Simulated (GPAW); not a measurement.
Computed results, one entry a study.

```
RbCl (Fm-3m): one start, several treatments of the self-energy
1.0
     0.00000    3.28950    3.28950
     3.28950    0.00000    3.28950
     3.28950    3.28950    0.00000
Rb Cl
1 1
Direct
  0.00000 0.00000 0.00000
  0.50000 0.50000 0.50000
# method: DFT, PBE, plane waves, PAW (and 3 further levels or steps)
# program: GPAW 26.7.0
# settings of one run: cutoff 450 eV, GPAW PAW setups 1.2.1 data release, 4×4×4 k-mesh, nbands 1068
# cost: 5 runs, 12 min in all on 8 MPI ranks of Intel Xeon 6975P-C (Granite Rapids), shared host (the runs of this entry)
# notes: The cell and positions come from the Crystallography Open Database and are kept as given unless a step says otherwise. Limits: no spin-orbit coupling. Bands and cutoff are finite, so the gap is not at the basis limit. The miss can reach some tenths of an eV and take either sign; the mesh is an error of its own.
# G0W0, Godby-Needs plasmon pole: 7.740 eV
# one-shot HSE06: 6.280 eV
# one-shot PBE0: 7.048 eV
# G0W0, full frequency, Hilbert transform: 7.947 eV
# known limits: not at the basis limit; no spin-orbit coupling
```

[Paths, hosts, dates, memory and timing lines, banners, echoed tables and standing remarks are left out of the program output.]

[Logs are printed without paths, hosts, clocks, repeated set-up lines and the standing remarks that a program may print on its own settings, such as how far it seeks lower states.]

[Runs of the session that timed out or met a known fault of the program may be left out.]

[Hosts, paths, dates, database ids (printed as entryN), source tags and the programs' standing remarks are cut or masked in the printed files.]
